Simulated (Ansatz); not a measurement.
## TiB2 under changes of volume

One of the cells (8.552 Å³/atom); the others are scaled copies at fixed shape and fractional positions:

```xyz
3
Lattice="3.0292 0.0000 0.0000 -1.5146 2.6234 0.0000 0.0000 0.0000 3.2284" Properties=species:S:1:pos:R:3 pbc="T T T"
Ti    0.0000    0.0000    0.0000
B     1.5146    0.8745    1.6142
B     0.0000    1.7489    1.6142
```

```yaml
Program: Ansatz 0.2.0
Functional: r2SCAN
Potentials_or_basis: Ansatz PAW
Cutoff: "500 eV (not typed: the program's choice for these potentials)"
k_mesh: 10 × 10 × 8
Occupations: fermi-dirac, width 0.05 eV
Spin: no spin polarisation
```

```csv
volume (Å³/atom),energy over the lowest point (meV/atom),pressure (GPa)
8.039,23.76,16.9
8.210,9.34,10.3
8.381,?,?
8.552,0.00,-1.1
8.723,3.89,-6.1
8.894,12.79,-10.5
9.065,26.23,-14.6
```

Q: What does the run at 8.381 Å³/atom give?

A: Energy over the lowest point 1.63 meV/atom; pressure 4.3 GPa.

Worked out: A Birch-Murnaghan fit of order 3 (a polynomial in V^(-2/3)) to the other rows has its minimum at 8.51 Å³/atom with B0 = V·E''(V) = 263 GPa and B' = 3.9 at fixed shape and positions, which overstates the stiffness. It gives 1.63 meV/atom at 8.381 Å³/atom, against the run's 1.63, and -dE/dV = 4.3 GPa, against 4.3.

Energies are extrapolated to zero smearing.

Caveats: the PAW data sets come from PBE, with cores solved anew for the run's functional, which leaves a small shift of forces and pressure.
